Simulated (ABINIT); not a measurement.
Runs of ABINIT 10.8.3 (patched build) on WC (Qusongite). Symmetry: P-6m2, No. 187, hexagonal system. Conventional cell: a = 2.907 Å, b = 2.907 Å, c = 2.837 Å, α = 90.00°, β = 90.00°, γ = 120.00°. W (site symmetry -6m2) has 6 C at 2.20 Å as nearest neighbours. C (site symmetry -6m2) has 6 W at 2.20 Å as nearest neighbours. 

```csv
task,level,potentials or basis,cell,k mesh,cutoff (eV),cutoff smearing ecutsm (Ha),stop of the response cycle (tolvrs),acoustic sum rule (asr),cell freedom (optcell),optimiser (ionmov),gap on the mesh (eV),pressure (GPa),relaxed volume (Å³/atom)
single point,LDA,PseudoDojo NC SR LDA v0.4.1 standard,as given,8 × 8 × 7,844,-,-,-,-,-,none,-,-
phonons,LDA,PseudoDojo NC SR LDA v0.4.1 standard,cell relaxed at zero pressure by an earlier run,"8 × 8 × 8, shifted",1116,0.5,1e-08,2,-,-,-,0.0,-
relaxation of cell and atoms,PBEsol,JTH PAW PBE v2.0,relaxed,8 × 8 × 7,517,0.5,-,-,2,2,none,0.0,10.32
relaxation of cell and atoms,LDA,PseudoDojo NC SR LDA v0.4.1 standard,relaxed,8 × 8 × 7,1116,0.5,-,-,2,2,none,0.0,(a)
single point,PBEsol,PseudoDojo NC SR PBEsol v0.4.1 standard,as given,8 × 8 × 7,1007,-,-,-,-,-,none,-3.5,-
optical spectrum,PBEsol,PseudoDojo NC SR PBEsol v0.4.1 standard,as given,"12 × 12 × 10, shifted",1007,-,-,-,-,-,-,-3.3,-
```

Alike in all rows: no spin polarisation; smearing fermi-dirac 0.05 eV.

Q: Estimate the missing entries.

A: (a) 10.11.

Caveats: the mesh is coarse for a metal's response (some runs); the PAW data sets were made with another functional, which shifts forces and pressure a little (some runs); the intraband (Drude) term is left out (some runs); spectra need much finer meshes, so this one isn't converged (some runs); independent-particle spectra lack excitons (some runs).

A k mesh can miss the band edges, and the runs leave out spin-orbit coupling on W.

A gap of «none» marks a metal or a gap under the smearing width.

Runs at the PBE level aren't shown here.
